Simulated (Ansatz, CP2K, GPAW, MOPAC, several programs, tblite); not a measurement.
# SrO from cheap methods to r2SCAN

Aim: run SrO through methods of unlike cost and see what each gets, and at what price.

Program: MOPAC, tblite, CP2K, GPAW, Ansatz (versions at each run). Level of theory: no spin polarisation, static lattice; gaps from single points on the cell relaxed beforehand with r²SCAN. These are calculated values, not measurements.

### Step 1. The system as given

The structure is hexagonal, space group P6_3/mmc (No. 194). The conventional cell has a = 4.270 Å, b = 4.270 Å, c = 5.144 Å, α = 90.00°, β = 90.00°, γ = 120.00°. Around Sr (site symmetry -6m2) lie 5 O at 2.47 to 2.57 Å. Around O (site symmetry -6m2) lie 5 Sr at 2.47 to 2.57 Å.

Structure file:

```
CELL_PARAMETERS angstrom
4.27003 0.00000 0.00000
-2.13502 3.69796 0.00000
0.00000 0.00000 5.14445
ATOMIC_POSITIONS crystal
Sr 0.33333 0.66667 0.93750
Sr 0.66667 0.33333 0.43750
O 0.33333 0.66667 0.43750
O 0.66667 0.33333 0.93750
```

The structure type (wurtzite) is imposed and need not be the compound's stable one.

**Question.** The methods are PM6, PM7, GFN1-xTB (tblite), GFN2-xTB (tblite), PBE/DZVP, PBE/single-zeta, PBE/SZV, coarse PBE, GLLB-SC, PBE, r2SCAN. What gap does r2SCAN give on this cell, and which other methods (full PBE left aside) come nearest to r2SCAN and farthest in gap?

| quantity | value |
| --- | --- |
| r2SCAN | gap 3.03 eV, 20.31 Å³/atom, B₀ 75 GPa |
| gap: nearest and farthest of the other methods | PBE/single-zeta (-0.23 eV), PM7 (+5.25 eV) |

For the gap, of the 8 methods compared (full PBE left aside), PBE/single-zeta comes nearest to r2SCAN and PM7 is farthest. A minimal basis or a coarse cutoff and mesh shifts results by its own error, so closeness to r2SCAN can be chance. Cluster runs see only the k-points that fold onto the zone centre, so their gaps can miss the band edges. GLLB-SC is compared with its derivative discontinuity added. GFN1-xTB (tblite) ended in an unphysical state and is left out of the comparison. No volume is given for PM6, PM7, GFN2-xTB (tblite), PBE/single-zeta, PBE/SZV, coarse PBE, which can hide a larger miss. CPU times run from 1.2 s (coarse PBE) to 2.2 min (PBE/single-zeta). On this cell PBE/single-zeta, GLLB-SC cost more than r2SCAN itself (23 s), so they are no saving here. r2SCAN is a yardstick, not the truth: it usually gives gaps below the measured ones.
